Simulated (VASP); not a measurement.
Set up this calculation in VASP 6.6.1, as the native input.

```
Task                   : relaxation of cell and atoms
Functional             : PBE
Potentials or basis    : VASP PAW PBE potentials, release 64 (Ga_d, N)
Cutoff                 : 520 eV
k mesh                 : 8 × 8 × 8
Occupations            : gaussian, width 0.02 eV
Spin                   : no spin polarisation
Further INCAR settings : ALGO = Normal; EDIFF = 1e-07; IBRION = 2; EDIFFG = -0.002; NSW = 80; ISIF = 3
```

The structure of GaN lies in POSCAR:

```
GaN                                     
1.0
    0.0000000000      2.2745494221      2.2745494221
    2.2745494221      0.0000000000      2.2745494221
    2.2745494221      2.2745494221     -0.0000000000
  Ga              N             
     1     1
Direct
     0.0000000000000000    0.0000000000000000    0.0000000000000000
     0.7500000000000000    0.7500000000000000    0.7500000000000000
```

The cell is a database's computed one.

These files were run (other wordings do the same):

INCAR

```
SYSTEM = GaN
PREC = Accurate
ENCUT = 520
EDIFF = 1E-7
ISMEAR = 0
SIGMA = 0.02
LREAL = .FALSE.
LASPH = .TRUE.
NELM = 60
ALGO = Normal
ISIF = 3
LWAVE = .FALSE.
LCHARG = .FALSE.
GGA = PE
IBRION = 2
NSW = 80
EDIFFG = -0.002
```

KPOINTS

```
Automatic mesh
0
G
  8 8 8
  0 0 0
```

Potentials or basis: VASP PAW PBE potentials, release 64 (Ga_d, N).

Command:

```bash
$ cat potpaw_PBE.64/Ga_d/POTCAR potpaw_PBE.64/N/POTCAR > POTCAR
$ mpirun -np 1 vasp_std > vasp.out
```

Results of the run:

The pressure after relaxing is 0.0 GPa. The band gap on the k mesh is 1.54 eV, direct.

Caveat: the relaxation stopped at its first step, so nothing moved.

Run time: 5.4 s on 1 thread of Intel(R) Xeon(R) Platinum 8488C (Sapphire Rapids), on a shared host, peak memory 0.13 GiB.
